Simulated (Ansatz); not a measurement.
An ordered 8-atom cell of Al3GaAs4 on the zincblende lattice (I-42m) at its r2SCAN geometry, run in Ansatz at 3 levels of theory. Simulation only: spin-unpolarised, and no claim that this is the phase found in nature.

The r2SCAN input:
```yaml
crystal:
  lattice:
    - [-2.8380025367, 2.8380025367, 5.6760419462]
    - [2.8380025367, -2.8380025367, 5.6760419462]
    - [2.8380025367, 2.8380025367, -5.6760419462]
  atoms:
    - { symbol: Al, position: [0.75, 0.25, 0.5] }
    - { symbol: As, position: [0.1249423858, 0.6246537848, 0.0] }
    - { symbol: Al, position: [0.5, 0.5, 0.0] }
    - { symbol: As, position: [0.8750576142, 0.8750576142, 0.499711399] }
    - { symbol: Al, position: [0.25, 0.75, 0.5] }
    - { symbol: As, position: [0.6246537848, 0.1249423858, 0.0] }
    - { symbol: Ga, position: [0.0, 0.0, 0.0] }
    - { symbol: As, position: [0.3753462152, 0.3753462152, 0.500288601] }
kpoints:
  mp_grid: { grid: [6, 6, 6] }
  band_path:
    path:
      - [0.0, 0.0, 0.0]
      - [0.0, 0.0, 0.5]
      - [0.25, 0.25, 0.25]
      - [0.0, 0.5, 0.0]
      - [0.5, 0.5, -0.5]
      - [0.312499188, 0.687500812, -0.312499188]
      - [-0.312499188, 0.312499188, 0.312499188]
      - [-0.124998376, 0.124998376, 0.5]
      - [0.5, 0.5, -0.124998376]
      - [-0.044271, -0.044271, 0.044271]
    npoints: 1
hamiltonian:
  xc: r2scan
scf:
  occupations: { method: fixed }
  n_extra_bands: 6
output:
  forces: true
  stress: true
  eigenvalues: true
```

Main results, then, where recorded, the levels near the gap in eV from the Fermi energy (columns number the bands from 0), one row a point of the path (Γ, X, P, N, M, S, S₀, R, G, Γ–M (0.09)):
```
Crystal: 8 atoms, lattice volume = 182.865 Å³
Symmetry: 8 space group operations
Space group: I-42m (ITA 121)
```
```
Basis set: ecut = 500 eV, 4661 PW (Γ)
k-points: 30 of 216 (time reversal used)
SCF 1 converged in 8 iterations: F = -24874.466590 eV  dr2 = 6.86e-9
Free energy (F): -24874.466590 eV
Fermi energy:    6.489123 eV
--- Forces (eV/Å), atoms counted from 1 ---
  atom   1  Al      0.00000      0.00000      0.00000
  atom   2  As      0.00006    -0.00006      0.00103
  atom   3  Al      0.00000      0.00000      0.00000
  atom   4  As      0.00006      0.00006    -0.00103
  atom   5  Al      0.00000      0.00000      0.00000
  atom   6  As    -0.00006      0.00006      0.00103
  atom   7  Ga      0.00000      0.00000      0.00000
  atom   8  As    -0.00006    -0.00006    -0.00103
--- Stress (GPa, compression-positive) ---
       -0.003482       0.000000       0.000000
        0.000000      -0.003482       0.000000
        0.000000       0.000000      -0.005296
  P = ⅓ Tr σ = -0.0041 GPa (-0.041 kbar)
```
```tsv
band_37	band_38	band_39	band_40	band_41	band_42	band_43
-2.346	-0.007	0.000	0.000	1.822	2.058	2.633
-0.933	-0.918	-0.896	-0.889	1.933	2.581	3.706
-1.013	-0.946	-0.932	-0.932	2.614	3.420	3.420
-2.008	-2.007	-1.104	-1.017	3.515	3.943	4.033
-1.502	-1.502	-1.394	-1.394	1.813	1.813	2.033
-1.827	-1.824	-0.928	-0.871	2.358	3.326	3.946
-1.827	-1.824	-0.928	-0.871	2.358	3.326	3.946
-1.139	-1.071	-1.041	-0.972	2.331	2.922	4.348
-1.139	-1.071	-1.041	-0.972	2.331	2.922	4.348
-2.339	-0.081	-0.021	-0.021	1.821	2.127	2.662
```

The r2SCAN gap is indirect, 1.81 eV (Γ to M), below the direct gap of 1.82 eV at Γ. Least and direct gap differ so little that the kind isn't settled. The lowest empty level at Γ–M (0.09 of the way from Γ) lies only 8 meV higher, so the place of the conduction bottom isn't settled.

HSE06. Against the first input these blocks differ (the band path and keys that only write files left aside):
```yaml
kpoints:
  mp_grid: { grid: [4, 4, 4] }
hamiltonian:
  xc: hse06
```

```
Basis set: ecut = 420 eV, 3571 PW (Γ)
k-points: 13 of 64 (time reversal used)
SCF 1 stopped early in 3 iterations: F = -24823.636488 eV  dr2 = 1.38e-4
Exchange kernel: α = 0.2500, screened, ω = 0.2079 Å⁻¹, Wigner–Seitz truncation, v(0) = 1046.6883 eV·Å³, q-mesh 4×4×4
SCF 2 stopped early in 8 iterations: F = -24830.576396 eV  dr2 = 2.06e-6
hybrid outer 1: dexx = +2.797e-2 eV, tail = 1.74e-4 eV
SCF 3 converged in 6 iterations: F = -24830.577172 eV  dr2 = 6.69e-10
hybrid outer 2: dexx = +3.151e-6 eV, tail = 8.04e-8 eV, Δε = 2.58e-3 eV, ΔF = 2.87e-3 eV/Å
SCF 4 converged in 2 iterations: F = -24830.577173 eV  dr2 = 4.26e-10
hybrid outer 3: dexx = +1.125e-9 eV, tail = 1.49e-9 eV, Δε = 4.37e-5 eV, ΔF = 3.37e-5 eV/Å
Free energy (F): -24830.577173 eV
Fermi energy:    6.277217 eV
--- Forces (eV/Å), atoms counted from 1 ---
  atom   1  Al      0.00000      0.00000      0.00000
  atom   2  As    -0.01193      0.01193    -0.00720
  atom   3  Al      0.00000      0.00000      0.00000
  atom   4  As    -0.01193    -0.01193      0.00720
  atom   5  Al      0.00000      0.00000      0.00000
  atom   6  As      0.01193    -0.01193    -0.00720
  atom   7  Ga      0.00000      0.00000      0.00000
  atom   8  As      0.01193      0.01193      0.00720
--- Stress (GPa, compression-positive) ---
        0.274143       0.000000       0.000000
        0.000000       0.274143       0.000000
        0.000000       0.000000       0.260248
  P = ⅓ Tr σ = 0.2695 GPa (2.695 kbar)
```
```tsv
band_37	band_38	band_39	band_40	band_41	band_42	band_43
-2.480	-0.007	0.000	0.000	2.099	2.382	2.911
-0.991	-0.956	-0.941	-0.928	2.283	2.849	4.077
-1.070	-1.005	-0.971	-0.971	3.027	3.736	3.736
-2.117	-2.110	-1.162	-1.063	3.956	4.309	4.382
-1.582	-1.582	-1.465	-1.465	2.092	2.092	2.414
-1.927	-1.923	-0.970	-0.914	2.676	3.717	4.290
-1.927	-1.923	-0.970	-0.914	2.676	3.717	4.290
-1.193	-1.124	-1.101	-1.016	2.691	3.206	4.744
-1.193	-1.124	-1.101	-1.016	2.691	3.206	4.744
-2.472	-0.083	-0.021	-0.021	2.101	2.454	2.937
```

With HSE06 the valence top lies at Γ and the conduction bottom at M, 2.09 eV higher; the smallest vertical gap, at Γ, is 2.10 eV. Least and direct gap differ so little that the kind isn't settled. The lowest empty level at Γ lies only 8 meV higher, so the place of the conduction bottom isn't settled. The mean stress, +0.3 GPa, is small, and the program warns that its thresholds are loose for a hybrid's stress.

PBE0. Against the first input these blocks differ (the band path and keys that only write files left aside):
```yaml
kpoints:
  mp_grid: { grid: [4, 4, 4] }
hamiltonian:
  xc: pbe0
```

```
Basis set: ecut = 420 eV, 3571 PW (Γ)
k-points: 13 of 64 (time reversal used)
SCF 1 stopped early in 3 iterations: F = -24823.637449 eV  dr2 = 1.35e-4
SCF 2 stopped early in 7 iterations: F = -24830.960056 eV  dr2 = 6.42e-6
hybrid outer 1: dexx = +4.018e-2 eV, tail = 2.16e-4 eV
SCF 3 converged in 6 iterations: F = -24830.960978 eV  dr2 = 1.02e-9
hybrid outer 2: dexx = +7.867e-6 eV, tail = 1.45e-7 eV, Δε = 2.80e-3 eV, ΔF = 8.76e-4 eV/Å
SCF 4 converged in 2 iterations: F = -24830.960979 eV  dr2 = 6.26e-10
hybrid outer 3: dexx = +1.566e-9 eV, tail = 1.60e-9 eV, Δε = 8.32e-5 eV, ΔF = 1.39e-5 eV/Å
Free energy (F): -24830.960979 eV
Fermi energy:    5.950234 eV
--- Forces (eV/Å), atoms counted from 1 ---
  atom   1  Al      0.00000      0.00000      0.00000
  atom   2  As    -0.00726      0.00726    -0.00233
  atom   3  Al      0.00000      0.00000      0.00000
  atom   4  As    -0.00726    -0.00726      0.00233
  atom   5  Al      0.00000      0.00000      0.00000
  atom   6  As      0.00726    -0.00726    -0.00233
  atom   7  Ga      0.00000      0.00000      0.00000
  atom   8  As      0.00726      0.00726      0.00233
--- Stress (GPa, compression-positive) ---
        0.137185       0.000000       0.000000
        0.000000       0.137185       0.000000
        0.000000       0.000000       0.124208
  P = ⅓ Tr σ = 0.1329 GPa (1.329 kbar)
```
```tsv
band_37	band_38	band_39	band_40	band_41	band_42	band_43
-2.526	-0.008	0.000	0.000	2.744	2.999	3.560
-1.013	-0.975	-0.959	-0.945	2.911	3.490	4.742
-1.096	-1.029	-0.990	-0.990	3.672	4.395	4.395
-2.167	-2.158	-1.191	-1.088	4.627	4.981	5.057
-1.619	-1.619	-1.500	-1.500	2.735	2.735	3.062
-1.967	-1.963	-0.994	-0.936	3.321	4.380	4.971
-1.967	-1.963	-0.994	-0.936	3.321	4.380	4.971
-1.214	-1.143	-1.122	-1.032	3.317	3.846	5.427
-1.214	-1.143	-1.122	-1.032	3.317	3.846	5.427
-2.518	-0.081	-0.022	-0.022	2.744	3.071	3.585
```

The PBE0 gap is indirect, 2.735 eV (Γ to M), below the direct gap of 2.744 eV at Γ. Least and direct gap differ so little that the kind isn't settled. The lowest empty level at Γ lies only 8 meV higher, so the place of the conduction bottom isn't settled. The mean stress, +0.1 GPa, is small, and the program warns that its thresholds are loose for a hybrid's stress.

The hybrids run on coarser meshes, which limits their stresses and small splittings of levels.

Totals of different functionals can't be compared.

Spin-orbit coupling is left out.
